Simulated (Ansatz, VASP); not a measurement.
## Sc in VASP and in Ansatz

Contents of INCAR:

```
ALGO = Normal ; EDIFF = 1E-6
ENCUT = 520 ; ISIF = 2
ISMEAR = -1 ; LASPH = True
LCHARG = False ; LREAL = False
LWAVE = False ; NBANDS = 18
NELM = 60 ; PREC = Accurate
SIGMA = 0.03
```

KPOINTS

```
k-points
0
Gamma
  13 13 7
```

File POSCAR:

```
Sc
1.0
    3.3523397050      0.0000000000      0.0000000000
   -1.6761698524      2.9032113466      0.0000000000
    0.0000000000      0.0000000000      5.3373237393
Sc
2
Direct
    0.3333333333      0.6666666667      0.2500000000
    0.6666666667      0.3333333333      0.7500000000
```

Input for Ansatz:

```yaml
crystal:
  lattice:
    - [3.352339705, 0.0, 0.0]
    - [-1.6761698524, 2.9032113466, 0.0]
    - [0.0, 0.0, 5.3373237393]
  atoms:
    - { symbol: Sc, position: [0.3333333333, 0.6666666667, 0.25] }
    - { symbol: Sc, position: [0.6666666667, 0.3333333333, 0.75] }
kpoints:
  mp_grid: { grid: [13, 13, 7] }
  band_path:
    path:
      - [0.0, 0.0, 0.0]
      - [0.5, 0.0, 0.0]
      - [0.3333333333, 0.3333333333, 0.0]
      - [0.0, 0.0, 0.0]
      - [0.0, 0.0, 0.5]
      - [0.5, 0.0, 0.5]
      - [0.3333333333, 0.3333333333, 0.5]
      - [0.0, 0.0, 0.5]
      - [0.5, 0.0, 0.5]
    npoints: 5
scf:
  occupations: { method: fermi_dirac, width: 0.03 }
hamiltonian:
  xc: lda
  pseudopotentials: { kind: all_electron, lapw: { basis_error: 0.0005 } }
output:
  forces: true
  stress: true
  eigenvalues: true
```

Change from the starting cell: volume scaled by 1.04.

Alike in both runs: task single point; functional LDA; k mesh 13 × 13 × 7; occupations fermi-dirac, width 0.03 eV; no spin polarisation.

|  | VASP | Ansatz |
| --- | --- | --- |
| version | VASP 6.6.1 | Ansatz 0.2.0 |
| potentials or method | VASP PAW LDA potentials, release 64 (Sc_sv) | all-electron LAPW, scalar-relativistic |
| plane-wave cutoff (eV) | 520 | see its input |

Ansatz gave:

| Item | Value |
| --- | --- |
| pressure (GPa) | -6.9 |
| largest component of the traceless stress (GPa) | 1.10 |

Question: Which values does VASP return?

Answer: Pressure (GPa): -6.8; largest component of the traceless stress (GPa): 1.10.

Ansatz ran all-electron here, so the differences hold the error of VASP's frozen core and of both bases.
